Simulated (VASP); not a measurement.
# From VASP inputs to Ansatz: CsH (strained rocksalt)

INCAR

```
SIGMA = 0.01
IBRION = -1
PREC = Accurate
LWAVE = .FALSE.
ALGO = Normal
ENCUT = 520
LREAL = .FALSE.
EDIFF = 1E-7
NSW = 0
NELM = 120
METAGGA = R2SCAN
ISIF = 2
NBANDS = 12
LASPH = .TRUE.
ISMEAR = 0
LCHARG = .FALSE.
```

KPOINTS

```
KPOINTS created by Atomic Simulation Environment
0
Gamma
8 8 8
0 0 0
```

KPOINTS_OPT

```
special points
7
Reciprocal
0.0000000000 0.0000000000 0.0000000000 1
0.5000000000 0.0000000000 0.5000000000 1
0.6250000000 0.2500000000 0.6250000000 1
0.3750000000 0.3750000000 0.7500000000 1
0.5000000000 0.5000000000 0.5000000000 1
0.5000000000 0.2500000000 0.7500000000 1
0.0000000000 0.0000000000 0.5000000000 1
```

POSCAR

```
Cs H
 1.0000000000000000
     0.0769682246000000    3.2024494487999999    3.2024494487999999
     3.2024494487999999    0.0769682246000000    3.2024494487999999
     3.2024494487999999    3.2024494487999999    0.0769682246000000
 Cs  H
   1   1
Cartesian
  0.0000000000000000  0.0000000000000000  0.0000000000000000
  3.2409335611000016  3.2409335611000012  3.2409335611000012
```

VASP ran with the recommended PBE PAW datasets (10 valence electrons in the cell).

Question: Translate these files to an Ansatz input.

Answer: 

```yaml
crystal:
  lattice:
    - [0.0769682246, 3.2024494488, 3.2024494488]
    - [3.2024494488, 0.0769682246, 3.2024494488]
    - [3.2024494488, 3.2024494488, 0.0769682246]
  atoms:
    - { symbol: Cs, position: [0.0, 0.0, 0.0] }
    - { symbol: H, position: [0.5, 0.5, 0.5] }
kpoints:
  mp_grid: { grid: [8, 8, 8] }
  band_path:
    path:
      - [0.0, 0.0, 0.0]
      - [0.5, 0.0, 0.5]
      - [0.625, 0.25, 0.625]
      - [0.375, 0.375, 0.75]
      - [0.5, 0.5, 0.5]
      - [0.5, 0.25, 0.75]
      - [0.0, 0.0, 0.5]
    npoints: 1
hamiltonian:
  xc: r2scan
scf:
  occupations: { method: fixed }
  n_extra_bands: 4
output:
  forces: true
  stress: true
  eigenvalues: true
```

Other inputs would serve too.

```
                              VASP   Ansatz
gap between bands v and c  2.63 eV  2.65 eV
         least direct gap  2.63 eV  2.65 eV
                 pressure  0.3 GPa  0.2 GPa
```

Datasets and cutoffs are each program's own. VASP's cell holds 10 valence electrons and Ansatz's 10. Ansatz's stress includes a Pulay correction; VASP's doesn't.
